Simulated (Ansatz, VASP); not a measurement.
Zn: VASP beside Ansatz

Contents of INCAR:

```
SYSTEM = Zn
  PREC = Accurate
  ENCUT = 520
  EDIFF = 1E-7
  ISMEAR = 0
  SIGMA = 0.1
  LREAL = .False.
  LASPH = .True.
  NELM = 80
  ALGO = Fast
  ISIF = 2
  LWAVE = .False.
  LCHARG = .False.
  LDIPOL = .True.
  IDIPOL = 3
  DIPOL = 0.5 0.5 0.500
  GGA = PE
  NBANDS = 38
```

KPOINTS

```
regular mesh
0
Gamma
  15 15 1
  0 0 0
```

Contents of POSCAR:

```
Zn
1.0
    2.6333229228      0.0000000000      0.0000000000
   -1.3166614614      2.2805245476      0.0000000000
    0.0000000000      0.0000000000     25.2164898862
Zn
5
Direct
    0.3333333333      0.6666666667      0.2974244248
    0.6666666667      0.3333333333      0.3987122124
    0.3333333333      0.6666666667      0.5000000000
    0.6666666667      0.3333333333      0.6012877876
    0.3333333333      0.6666666667      0.7025755752
```

Input for Ansatz:

```yaml
crystal:
  lattice:
    - [2.6333229228, 0.0, 0.0]
    - [-1.3166614614, 2.2805245476, 0.0]
    - [0.0, 0.0, 25.2164898862]
  atoms:
    - { symbol: Zn, position: [0.3333333333, 0.6666666667, 0.2974244248] }
    - { symbol: Zn, position: [0.6666666667, 0.3333333333, 0.3987122124] }
    - { symbol: Zn, position: [0.3333333333, 0.6666666667, 0.5] }
    - { symbol: Zn, position: [0.6666666667, 0.3333333333, 0.6012877876] }
    - { symbol: Zn, position: [0.3333333333, 0.6666666667, 0.7025755752] }
basis:
  ecutwfc: 420
kpoints:
  mp_grid: { grid: [15, 15, 1] }
hamiltonian:
  xc: pbe
scf:
  occupations: { method: gaussian, width: 0.1 }
output:
  forces: true
  stress: true
  eigenvalues: true
efield:
  axis: 3
  dipole_correction: true
```

Alike in both runs: task single point; functional PBE; k mesh 15 × 15 × 1; occupations gaussian, width 0.1 eV; no spin polarisation.

|  | VASP | Ansatz |
| --- | --- | --- |
| version | VASP 6.6.1 | Ansatz 0.2.0 |
| potentials or method | VASP PAW PBE potentials, release 64 (Zn) | scalar-relativistic, plane waves, PAW |
| plane-wave cutoff (eV) | 520 | 420 |
| valence electrons in the cell | 60 | 60 |

```csv
,VASP,Ansatz,Ansatz less VASP
gap on the k mesh at the Fermi level (eV),none,none,-
rms of the force components (eV/Å),0.021,0.021,+0.0001
"work function, face that differs most (eV)",4.00,4.09,+0.089
```

Atom by atom the forces differ by 0.002 eV/Å (rms over components). A gap of «none» marks a metal or a gap that the smearing closes.
